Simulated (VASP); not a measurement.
# CaB2 (R-3m) in VASP: reference runs

Reference runs on CaB2: the cell as given and a disturbed copy.

All numbers are computed with VASP 6.6.1; they aren't measurements. Logs are shortened: lines on timing, memory, paths and dates and some standing lists are left out, and cuts for length are marked.

### Step 1. Starting point

The structure is trigonal, space group R-3m (No. 166). Conventional cell: a = 3.463 Å, b = 3.463 Å, c = 16.330 Å, α = 90.00°, β = 90.00°, γ = 120.00°. Ca (site symmetry -3m) has 6 B at 2.77 Å as nearest neighbours. B (site symmetry 3m) has 1 B at 1.60 Å as nearest neighbours.

The cell was built by a generator and needn't be a form met in nature.

### Step 2. Single point, PBE

INCAR

```
SYSTEM = CaB2
ALGO = Normal
EDIFF = 1E-7
ENCUT = 520
GGA = PE
ISIF = 2
ISMEAR = -1
LASPH = .True.
LCHARG = .True.
LELF = .True.
LREAL = .False.
LVHAR = .True.
LWAVE = .False.
NBANDS = 15
NELM = 60
PREC = Accurate
SIGMA = 0.05
```

KPOINTS

```
k-points
0
Gamma
  9 9 9
  0 0 0
```

POSCAR

```
CaB2
1.0
    1.7314800000      0.9996700000      5.4434900000
   -1.7314800000      0.9996700000      5.4434900000
    0.0000000000     -1.9993400000      5.4434900000
Ca B
1 2
Direct
    0.0000000000      0.0000000000      0.0000000000
    0.4511200000      0.4511200000      0.4511200000
    0.5488800000      0.5488800000      0.5488800000
```

Potentials or basis: VASP PAW PBE potentials, release 64 (Ca_sv, B).

Launch:

```console
> cat potpaw_PBE.64/Ca_sv/POTCAR potpaw_PBE.64/B/POTCAR > POTCAR
> mpirun -np 1 vasp_std > vasp.out
```

OUTCAR:

```text
SYSTEM = CaB2
   EDIFF = 1E-7
   ENCUT = 520
   GGA = PE
   ISIF = 2
   ISMEAR = -1
   LASPH = .True.
   LREAL = .False.
   NELM = 60
   PREC = Accurate

 ion  position               nearest neighbor table
   1  0.000  0.000  0.000-
   2  0.451  0.451  0.451-   3 1.60
   3  0.549  0.549  0.549-   2 1.60

  LATTYP: Found a trigonal (rhomboedric) cell.
 ALAT       =     5.7990470320
 COS(alpha) =     0.8216998566

  Lattice vectors:

 A1 = (   1.7314800000,   0.9996700000,   5.4434900000)
 A2 = (  -1.7314800000,   0.9996700000,   5.4434900000)
 A3 = (   0.0000000000,  -1.9993400000,   5.4434900000)

Analysis of symmetry for initial positions (statically):
=====================================================================
 Subroutine PRICEL returns:
 Original cell was already a primitive cell.

 Routine SETGRP: Setting up the symmetry group for a
 trigonal (rhombohedral) supercell.

 Subroutine GETGRP returns: Found 12 space group operations
 (whereof 12 operations were pure point group operations)
 out of a pool of 12 trial point group operations.

The static configuration has the point symmetry D_3d.

Analysis of symmetry for dynamics (positions and initial velocities):
=====================================================================
 Subroutine PRICEL returns:
 Original cell was already a primitive cell.

 Routine SETGRP: Setting up the symmetry group for a
 trigonal (rhombohedral) supercell.

 Subroutine GETGRP returns: Found 12 space group operations
 (whereof 12 operations were pure point group operations)
 out of a pool of 12 trial point group operations.

The dynamic configuration has the point symmetry D_3d.

 Subroutine INISYM returns: Found 12 space group operations
 (whereof 12 operations are pure point group operations),
 and found     1 'primitive' translations

----------------------------------------------------------------------------------------

                                     Primitive cell

  volume of cell :      56.5331

  direct lattice vectors                    reciprocal lattice vectors
     1.731480000  0.999670000  5.443490000     0.288770301  0.166721685  0.061235225
    -1.731480000  0.999670000  5.443490000    -0.288770301  0.166721685  0.061235225
     0.000000000 -1.999340000  5.443490000     0.000000000 -0.333443370  0.061235225

  length of vectors
     5.799047032  5.799047032  5.799046802     0.339019409  0.339019409  0.339019518

  position of ions in fractional coordinates (direct lattice)
     0.000000000  0.000000000  0.000000000
     0.451120000  0.451120000  0.451120000
     0.548880000  0.548880000  0.548880000

  ion indices of the primitive-cell ions
   primitive index   ion index
                 1           1
                 2           2
                 3           3

----------------------------------------------------------------------------------------

 KPOINTS: k-points

Automatic generation of k-mesh.
 Grid dimensions read from file:
 generate k-points for:    9    9    9

 Generating k-lattice:

  Cartesian coordinates                     Fractional coordinates (reciprocal lattice)
     0.032085589  0.018524632  0.006803914     0.111111111  0.000000000  0.000000000
    -0.032085589  0.018524632  0.006803914     0.000000000  0.111111111  0.000000000
     0.000000000 -0.037049263  0.006803914     0.000000000  0.000000000  0.111111111

  Length of vectors
     0.037668823  0.037668823  0.037668835

  Shift w.r.t. Gamma in fractional coordinates (k-lattice)
     0.000000000  0.000000000  0.000000000

 Subroutine IBZKPT returns following result:
 ===========================================

 Found     85 irreducible k-points:

 Following reciprocal coordinates:
            Coordinates               Weight
  0.000000  0.000000  0.000000      1.000000
  0.111111  0.000000  0.000000      6.000000
  0.222222 -0.000000 -0.000000      6.000000
  0.333333  0.000000 -0.000000      6.000000
  0.444444 -0.000000 -0.000000      6.000000
  0.111111  0.111111  0.000000      6.000000
[... 16 lines left out ...]
 -0.333333  0.333333  0.000000      6.000000
  0.444444  0.444444 -0.000000      6.000000
 [... further k-points ...]
   k-points           NKPTS =     85   k-points in BZ     NKDIM =     85   number of bands    NBANDS=     15
   number of dos      NEDOS =    301   number of ions     NIONS =      3
   total plane-waves  NPLWV = 110592
   dimension x,y,z NGX =    48 NGY =   48 NGZ =   48
   dimension x,y,z NGXF=    96 NGYF=   96 NGZF=   96
   ions per type =               1   2
   NGX,Y,Z   is equivalent  to a cutoff of  13.76, 13.76, 13.76 a.u.
   NGXF,Y,Z  is equivalent  to a cutoff of  27.52, 27.52, 27.52 a.u.
 SYSTEM =  CaB2
   PREC   = accura    normal or accurate (medium, high low for compatibility)
   ISTART =      0    job   : 0-new  1-cont  2-samecut
   ICHARG =      2    charge: 1-file 2-atom 10-const
   ISPIN  =      1    spin polarized calculation?
   LNONCOLLINEAR =      F non collinear calculations
   LSORBIT =      F    spin-orbit coupling
   LASPH  =      T    aspherical Exc in radial PAW
   ENCUT  =  520.0 eV  38.22 Ry    6.18 a.u.  10.78 10.78 10.78*2*pi/ulx,y,z
   NELM   =     60;   NELMIN=  2; NELMDL= -5     # of ELM steps
   EDIFF  = 0.1E-06   stopping-criterion for ELM
   LREAL  =      F    real-space projection
   EDIFFG = 0.1E-05   stopping-criterion for IOM
   NSW    =      0    number of steps for IOM
   IBRION =     -1    ionic relax: 0-MD 1-quasi-New 2-CG
   NFREE  =      0    steps in history (QN), initial steepest desc. (CG)
   ISIF   =      2    stress and relaxation
   ISYM   =      2    0-nonsym 1-usesym 2-fastsym
   POTIM  = 0.5000    time-step for ionic-motion
   TEBEG  =    0.0;   TEEND  =   0.0 temperature during run
   PSTRESS=    0.0 pullay stress
   NELECT =      16.0000    total number of electrons
   NUPDOWN=      -1.0000    fix difference up-down
   EMIN   =  10.00;   EMAX   =-10.00  energy-range for DOS
   EFERMI =   0.00;   METHOD = LEGACY
   ISMEAR =    -1;   SIGMA  =   0.05  broadening in eV -4-tet -1-fermi 0-gaus
   EFERMI_NEDOS =   21; number of points for ismear=-14 and -15
   IALGO  =     38    algorithm
   IMIX   =      4    mixing-type and parameters
     AMIX     =   0.40;   BMIX     =  1.00
     AMIX_MAG =   1.60;   BMIX_MAG =  1.00
  volume/ion in A,a.u.               =      18.84       127.17
  Fermi-wavevector in a.u.,A,eV,Ry     =   1.074848  2.031169 15.718799  1.155299
  Thomas-Fermi vector in A             =   2.210688
   LORBIT       =      0    0 simple, 1 ext, 2 COOP (PROOUT), +10 PAW based schemes
   GGA     = PE    functional components
   LHFCALC =     F    Hartree Fock is set to
   AEXX    =    0.0000 exact exchange contribution
   IVDW    =     0    specifies the selected vdW correction
   LEPSILON=     F    determine dielectric tensor
   LRPA    =     F    only Hartree local field effects (RPA)
 non-spin polarized calculation
  energy-cutoff  :      520.00
  volume of cell :       56.53
 maximum number of plane-waves:      1545
 NGX is ok and might be reduce to    48
   NGX = 21   NGY = 21   NGZ = 21

 number of electron      16.0000000 magnetization

 Free energy of the ion-electron system (eV)
  ---------------------------------------------------
  ext. energy  EPLUGINS =         0.00000000
  ---------------------------------------------------
  free energy    TOTEN  =       -11.82818989 eV

  energy without entropy =      -11.81934906  energy(sigma->0) =      -11.82376947

 E-fermi :   1.7688     XC(G=0):  -8.9881

 val. band max:        1.7614148040   @ k =   0.3333   0.3333   0.1111
 cond. band min:       1.7689594770   @ k =  -0.3333   0.4444   0.2222
 fundamental gap:      0.0075446731
 Fermi energy:         1.7687751157

 k-point     1 :       0.0000    0.0000    0.0000
  band No.  band energies     occupation
      1     -38.2995      2.00000
      2     -19.3572      2.00000
      3     -19.1688      2.00000
      4     -19.1688      2.00000
      5      -6.7733      2.00000
      6      -1.4457      2.00000
      7      -0.9636      2.00000
      8       3.8538      0.00000
      9       3.8538      0.00000
     10       4.9257      0.00000
     11       5.1278      0.00000
     12       5.1278      0.00000
     13       6.9196      0.00000
     14       6.9196      0.00000
     15      10.0921      0.00000

 k-point     2 :       0.1111    0.0000    0.0000
  band No.  band energies     occupation
      1     -38.2941      2.00000
      2     -19.3488      2.00000
      3     -19.2148      2.00000
      4     -19.1789      2.00000
      5      -6.6310      2.00000
      6      -1.4719      2.00000
      7      -0.7176      2.00000
      8       3.1397      0.00000
      9       3.6265      0.00000
     10       4.7718      0.00000
     11       5.2402      0.00000
     12       5.3009      0.00000
     13       6.8577      0.00000
     14       7.0849      0.00000
     15       9.7541      0.00000

 k-point     3 :       0.2222   -0.0000   -0.0000
  band No.  band energies     occupation
      1     -38.2804      2.00000
      2     -19.3305      2.00000
      3     -19.3261      2.00000
      4     -19.2044      2.00000
      5      -6.2324      2.00000
      6      -1.4218      2.00000
      7      -0.2359      2.00000
      8       1.9127      0.10646
      9       3.1602      0.00000
     10       4.0905      0.00000
     11       5.4681      0.00000
     12       5.7494      0.00000
     13       6.8237      0.00000
     14       7.4332      0.00000
     15       9.1659      0.00000
[... 343 lines left out ...]
 k-point    23 :      -0.3333    0.3333    0.0000
  band No.  band energies     occupation
      1     -38.2474      2.00000
      2     -19.4321      2.00000
      3     -19.4319      2.00000
      4     -19.2757      2.00000
      5      -4.9646      2.00000
      6      -0.5930      2.00000
      7       0.2061      2.00000
      8       0.4344      2.00000
      9       1.1631      1.99999
     10       3.2618      0.00000
     11       3.8124      0.00000
     12       6.7759      0.00000
     13       6.8113      0.00000
     14       8.0215      0.00000
     15       8.8354      0.00000

 k-point    24 :       0.4444    0.4444   -0.0000
  band No.  band energies     occupation
      1     -38.2546      2.00000
      2     -19.5370      2.00000
      3     -19.2876      2.00000
      4     -19.2520      2.00000
      5      -5.2941      2.00000
      6      -0.7423      2.00000
      7      -0.1299      2.00000
      8       0.6548      2.00000
      9       2.1761      0.00058
     10       2.8934      0.00000
     11       4.8871      0.00000
     12       5.1209      0.00000
     13       8.0113      0.00000
     14       8.3216      0.00000
     15       9.2331      0.00000

 [... further k-points ...]

------------------------ aborting loop because EDIFF is reached ----------------------------------------

  FORCE on cell =-STRESS in cart. coord.  units (eV):
  Direction    XX          YY          ZZ          XY          YZ          ZX
  --------------------------------------------------------------------------------------
  -------------------------------------------------------------------------------------
  Total        0.0117318      0.0117317      0.0566397      0.0000000      0.0000000      0.0000000
  in kB        0.3324839      0.3324836      1.6051990      0.0000000      0.0000000      0.0000000
  external PRESSURE =       0.7567222 kB  Pullay stress =       0.0000000 kB

 VOLUME and BASIS-vectors are now :
 -----------------------------------------------------------------------------
  energy-cutoff  :      520.00
  volume of cell :       56.53
      direct lattice vectors                 reciprocal lattice vectors
     1.731480000  0.999670000  5.443490000     0.288770301  0.166721685  0.061235225
    -1.731480000  0.999670000  5.443490000    -0.288770301  0.166721685  0.061235225
     0.000000000 -1.999340000  5.443490000     0.000000000 -0.333443370  0.061235225

 POSITION                                       TOTAL-FORCE (eV/Angst)
 -----------------------------------------------------------------------------------
      0.00000      0.00000      0.00000         0.000000      0.000000     -0.000000
      0.00000      0.00000      7.36700         0.000000      0.000000     -0.015915
      0.00000      0.00000      8.96347         0.000000     -0.000000      0.015915
 -----------------------------------------------------------------------------------
    total drift:                               -0.000000      0.000000     -0.000000

  FREE ENERGIE OF THE ION-ELECTRON SYSTEM (eV)
  ---------------------------------------------------
  free  energy   TOTEN  =       -11.8281898866 eV

  energy  without entropy=      -11.8193490566  energy(sigma->0) =      -11.82376947
```

It took 2.5 min on 1 thread of AMD EPYC 9R45 (Zen 5), shared host; peak memory 0.32 GiB.

Results:

| Item | Value |
| --- | --- |
| Free energy | -11.8282 eV |
| Pressure | 0.1 GPa |
| Largest force | 0.016 eV/Å |
| Band gap on the k mesh | none (metal or under the smearing width) |

Forces on the atoms (eV/Å):
```
Ca   0.000  0.000  0.000
B    0.000  0.000 -0.016
B    0.000  0.000  0.016
```

### Step 3. Single point, PBE (atoms moved at random, drawn with an rms of 0.05 Å)

INCAR

```
SYSTEM = CaB2
  PREC = Accurate
  ENCUT = 520
  EDIFF = 1E-7
  ISMEAR = -1
  SIGMA = 0.05
  LREAL = .False.
  LASPH = .True.
  NELM = 100
  ALGO = Normal
  ISIF = 2
  LWAVE = .False.
  LCHARG = .False.
  GGA = PE
  NBANDS = 15
```

KPOINTS

```
Automatic mesh
0
Gamma
  9 9 9
  0 0 0
```

POSCAR

```
CaB2
1.0
    1.7314800000      0.9996700000      5.4434900000
   -1.7314800000      0.9996700000      5.4434900000
    0.0000000000     -1.9993400000      5.4434900000
Ca B
1 2
Direct
   -0.0034610000      0.0048220000      0.0024840000
    0.4524600000      0.4395590000      0.4571760000
    0.5528650000      0.5509250000      0.5480090000
```

Potentials or basis: VASP PAW PBE potentials, release 64 (Ca_sv, B).

Launch:

```console
> cat potpaw_PBE.64/Ca_sv/POTCAR potpaw_PBE.64/B/POTCAR > POTCAR
> mpirun -np 1 vasp_std > vasp.out
```

OUTCAR:

```text
SYSTEM = CaB2
   PREC = Accurate
   ENCUT = 520
   EDIFF = 1E-7
   ISMEAR = -1
   LREAL = .False.
   LASPH = .True.
   NELM = 100
   ISIF = 2
   GGA = PE

 ion  position               nearest neighbor table
   1  0.997  0.005  0.002-
   2  0.452  0.440  0.457-   3 1.65
   3  0.553  0.551  0.548-   2 1.65

  LATTYP: Found a trigonal (rhomboedric) cell.
 ALAT       =     5.7990470320
 COS(alpha) =     0.8216998566

  Lattice vectors:

 A1 = (   1.7314800000,   0.9996700000,   5.4434900000)
 A2 = (  -1.7314800000,   0.9996700000,   5.4434900000)
 A3 = (   0.0000000000,  -1.9993400000,   5.4434900000)

Analysis of symmetry for initial positions (statically):
=====================================================================
 Subroutine PRICEL returns:
 Original cell was already a primitive cell.

 Routine SETGRP: Setting up the symmetry group for a
 trigonal (rhombohedral) supercell.

 Subroutine GETGRP returns: Found  1 space group operations
 (whereof  1 operations were pure point group operations)
[... 179 lines left out ...]
      4     -19.1149      2.00000
      5      -6.6706      2.00000
      6      -1.5267      2.00000
      7      -0.9368      2.00000
      8       3.9658      0.00000
      9       3.9705      0.00000
     10       4.9848      0.00000
     11       5.0502      0.00000
     12       5.1031      0.00000
     13       6.8931      0.00000
     14       6.9482      0.00000
[... 401 lines left out ...]
      2     -19.3568      2.00000
      3     -19.2742      2.00000
      4     -19.1867      2.00000
      5      -5.7388      2.00000
      6      -1.5096      2.00000
      7       0.1682      2.00000
      8       1.3751      1.99974
      9       2.6639      0.00000
     10       3.7966      0.00000
     11       5.1244      0.00000
     12       6.0484      0.00000
     13       6.8086      0.00000
     14       7.9536      0.00000
     15       8.5108      0.00000

 [... further k-points ...]

------------------------ aborting loop because EDIFF is reached ----------------------------------------

  FORCE on cell =-STRESS in cart. coord.  units (eV):
  Direction    XX          YY          ZZ          XY          YZ          ZX
  --------------------------------------------------------------------------------------
  -------------------------------------------------------------------------------------
  Total        0.1269900      0.2167731     -1.3673504      0.0338976      0.1013786     -0.0680527
  in kB        3.5989608      6.1434621    -38.7514159      0.9606749      2.8731219     -1.9286477
  external PRESSURE =      -9.6696643 kB  Pullay stress =       0.0000000 kB

 VOLUME and BASIS-vectors are now :
 -----------------------------------------------------------------------------
  energy-cutoff  :      520.00
  volume of cell :       56.53
      direct lattice vectors                 reciprocal lattice vectors
     1.731480000  0.999670000  5.443490000     0.288770301  0.166721685  0.061235225
    -1.731480000  0.999670000  5.443490000    -0.288770301  0.166721685  0.061235225
     0.000000000 -1.999340000  5.443490000     0.000000000 -0.333443370  0.061235225

 POSITION                                       TOTAL-FORCE (eV/Angst)
 -----------------------------------------------------------------------------------
      1.71714      0.99606      5.46442         0.077499     -0.011580     -0.093149
      0.02234     -0.02233      7.34433        -0.067973      0.048715      1.241161
      0.00336      0.00777      8.99155        -0.009526     -0.037135     -1.148012
 -----------------------------------------------------------------------------------
    total drift:                                0.000009      0.000009      0.000041

  FREE ENERGIE OF THE ION-ELECTRON SYSTEM (eV)
  ---------------------------------------------------
  free  energy   TOTEN  =       -11.7945188582 eV

  energy  without entropy=      -11.7857561546  energy(sigma->0) =      -11.79013751
```

OSZICAR:

```text
N       E                     dE             d eps       ncg     rms          rms(c)
DAV:   1     0.899307015272E+02    0.89931E+02   -0.73030E+03 10950   0.969E+02
DAV:   2    -0.888992654357E+01   -0.98821E+02   -0.94154E+02 13561   0.235E+02
DAV:   3    -0.123215166658E+02   -0.34316E+01   -0.33798E+01 16711   0.408E+01
DAV:   4    -0.124896950725E+02   -0.16818E+00   -0.16807E+00 15408   0.713E+00
DAV:   5    -0.124920690853E+02   -0.23740E-02   -0.23739E-02 16410   0.757E-01    0.578E+00
DAV:   6    -0.119597912350E+02    0.53228E+00   -0.56906E-01 13232   0.334E+00    0.316E+00
DAV:   7    -0.117956184573E+02    0.16417E+00   -0.45342E-01 11546   0.318E+00    0.625E-01
DAV:   8    -0.117939257129E+02    0.16927E-02   -0.39656E-02 15384   0.109E+00    0.136E-01
DAV:   9    -0.117943340307E+02   -0.40832E-03   -0.25238E-03 14481   0.290E-01    0.785E-02
DAV:  10    -0.117944883120E+02   -0.15428E-03   -0.36526E-04 15327   0.122E-01    0.295E-02
DAV:  11    -0.117945189150E+02   -0.30603E-04   -0.42836E-05 12903   0.482E-02    0.657E-03
DAV:  12    -0.117945187493E+02    0.16569E-06   -0.47022E-06 14891   0.148E-02    0.194E-03
DAV:  13    -0.117945189469E+02   -0.19753E-06   -0.61903E-07 14760   0.509E-03    0.858E-04
DAV:  14    -0.117945188582E+02    0.88615E-07   -0.68502E-08  7652   0.166E-03
   1 F= -.11794519E+02 E0= -.11790138E+02  d E =-.876270E-02
```

stdout:

```text
POSCAR found type information on POSCAR CaB
 POSCAR found :  2 types and       3 ions
 scaLAPACK will be used
 LDA part: xc-table for (Slater+PW92), standard interpolation
 POSCAR, INCAR and KPOINTS ok, starting setup
 FFT: planning ... GRIDC
 FFT: planning ... GRID_SOFT
 FFT: planning ... GRID
 WAVECAR not read
 entering main loop
```

It took 10 min on 1 thread of AMD EPYC 9R45 (Zen 5), shared host; peak memory 0.51 GiB.

What came out:

- Free energy: -11.7945 eV
- Pressure: -1.0 GPa
- Largest force: 1.244 eV/Å
- Band gap on the k mesh: none (metal or under the smearing width)

Forces in eV/Å, atoms in the order of the input:
```
Ca   0.077 -0.012 -0.093
B   -0.068  0.049  1.241
B   -0.010 -0.037 -1.148
```
